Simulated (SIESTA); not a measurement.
Crystal: LiH.

```
Li H
1.0
     0.00000    2.03675    2.03675
     2.03675    0.00000    2.03675
     2.03675    2.03675    0.00000
Li H
1 1
Direct
  0.00000 0.00000 0.00000
  0.50000 0.50000 0.50000
```

Base run:

| Item | Value |
| --- | --- |
| Program | SIESTA 5.4.2 |
| Functional | PBE |
| Potentials or basis | PseudoDojo 0.4 standard (PBE files) |
| Basis | DZP (energy shift 0.003 Ry; two zetas on semicore shells) |
| Grid cutoff | 800 Ry |
| Energy shift | 0.003 Ry |
| k mesh | 11 × 11 × 11 |
| Occupations | fermi-dirac, width 0.05 eV |
| Spin | no spin polarisation |

Its results: band gap on the k mesh 3.18 eV, direct; pressure -1.7 GPa.

Q: The run is repeated on the same cell with these changes: functional from PBE to PBEsol; potentials or basis from PseudoDojo 0.4 standard (PBE files) to PseudoDojo 0.4 standard (PBEsol files). What comes out?

A: Band gap on the k mesh 2.96 eV, direct; pressure -2.3 GPa.

Caveats: the basis of atomic orbitals isn't converged, which shifts pressures, moduli and gaps; an odd mesh through Γ misses points on the zone boundary, where band edges often lie (some runs); the mesh misses the band edges, which the band path finds closer together (some runs).

Not every run made on this cell is shown here.
